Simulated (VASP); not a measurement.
The system is Ti3Al.

```
Ti Al
1.0
     0.00000    3.18422    3.18422
     3.18422    0.00000    3.18422
     3.18422    3.18422    0.00000
Ti Al
3 1
Cartesian
  4.7763 4.7763 4.7763
  1.5921 1.5921 1.5921
  0.0000 0.0000 0.0000
  3.1842 3.1842 3.1842
```

The cell comes from a database or a generator and needn't be the stable form of this composition.

Base run:

- Program: VASP 6.6.1
- Functional: PBEsol
- Potentials or basis: VASP PAW PBE potentials, release 64 (Ti_sv, Al)
- Cutoff: 900 eV
- k mesh: 12 × 12 × 12
- Occupations: gaussian, width 0.1 eV
- Spin: no spin polarisation

Its results: band gap on the k mesh none (metal or under the smearing width); pressure 0.0 GPa.

Task: The run is repeated on the same cell with these changes: cutoff from 900 eV to 520 eV; occupations from gaussian, width 0.1 eV to gaussian, width 0.5 eV. What comes out?

Result: Band gap on the k mesh none (metal or under the smearing width); pressure 1.0 GPa.

Caveats: the PAW data sets were made with another functional, which shifts forces and pressure a little.
